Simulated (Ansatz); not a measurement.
Sb2Te3 (Bi2Te3 type, space group R-3m)

```yaml
crystal:
  lattice:
    - [2.10523, 1.21546, 9.72989]
    - [-2.10523, 1.21546, 9.72989]
    - [0.00000, -2.43091, 9.72989]
  atoms:
    - { symbol: Sb, position: [0.39962, 0.39962, 0.39962] }
    - { symbol: Sb, position: [0.60038, 0.60038, 0.60038] }
    - { symbol: Te, position: [0.00000, 0.00000, 0.00000] }
    - { symbol: Te, position: [0.20834, 0.20834, 0.20834] }
    - { symbol: Te, position: [0.79166, 0.79166, 0.79166] }
```

The slice is a (-1 1 0 4) plane (indices of the conventional cell) through the point (0.208, 0.208, 0.208) (fractional), spanned by u = [1 0 -1] and v = [1 -1 1] in vectors of this cell: u (4.21 Å) and v (10.88 Å, at 90° to u). It covers one period; positions are fractions (u, v).

Computed with PBEsol-D3(BJ) (plane waves to 420 eV, PAW, scalar-relativistic; Ansatz, an electronic-structure program). k mesh 9×9×9. Near the nuclei the fields are pseudised (PAW); where an atom keeps semicore shells as valence, they peak there. At this level the bands of Sb2Te3 touch or barely overlap; measurements give the solid a gap. Sb2Te3 was relaxed with its symmetry unable to fall. Spin-orbit coupling is left out, though Sb and Te are heavy.

Task: Sketch the valence electron density on this plane as a map.

Result: 
```
|887744221111224477|
|554433110000113344|
|332211000000001122|
|221111000000001111|
|222211000000001122|
|333322111111112233|
|444433222222223344|
|443333334444333333|
|333333445555443333|
|222233445555443322|
|001122334444332211|
|000011223333221100|
|000011223333221100|
|001122445555442211|
|111133557777553311|
|112233557777553322|
|222233445555443322|
|222222333333332222|
|222211112222111122|
|222211111111111122|
|333322110000112233|
|554433221111223344|
|887744221111224477|
|998844331111334488|
```
Scale: ten equal steps from -1.56 (start of '0') to 1.24 (end of '9'), in the order '0123456789'. Values: log₁₀ of the valence density in e/Å³. The map has 9 points along u (two characters each, u = 0 at the left) and 24 along v (v = 0 in the bottom row). The scale is logarithmic, as a density can span decades between atoms and voids.
